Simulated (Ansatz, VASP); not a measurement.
# One calculation of Mo, two programs

```
Mo
1.0
     2.72835    0.00000    0.00000
    -0.90945    2.57231    0.00000
     0.00000    0.00000   18.45538
Mo
3
Direct
  0.50000 0.50000 0.37929
  0.00000 0.00000 0.49562
  0.50000 0.50000 0.61193
```

Alike in both runs: functional r2SCAN; k mesh 11 × 11 × 1; occupations gaussian, width 0.1 eV; no spin polarisation.

Ansatz relaxed the structure, and its values are those at the end. VASP's run is a single point on that final structure, the one shown.

```csv
,VASP,Ansatz
version,VASP 6.6.1,Ansatz 0.2.0
potentials or method,"VASP PAW PBE potentials, release 64 (Mo_sv)","scalar-relativistic, plane waves, PAW"
plane-wave cutoff (eV),520,500
valence electrons in the cell,42,42
```

VASP gave:

* gap on the k mesh at the Fermi level (eV): none
* rms of the force components (eV/Å): 0.028
* work function, face that differs most (eV): 4.69

Estimate Ansatz's values.

gap on the k mesh at the Fermi level (eV): none; rms of the force components (eV/Å): 0.001; work function, face that differs most (eV): 4.74.

A gap of «none» marks a metal or a gap that the smearing closes. With one functional, cell and mesh, what is left measures potentials, basis and numerics.

Caveats: the PAW data sets were made with another functional, which shifts forces and pressure a little (VASP).
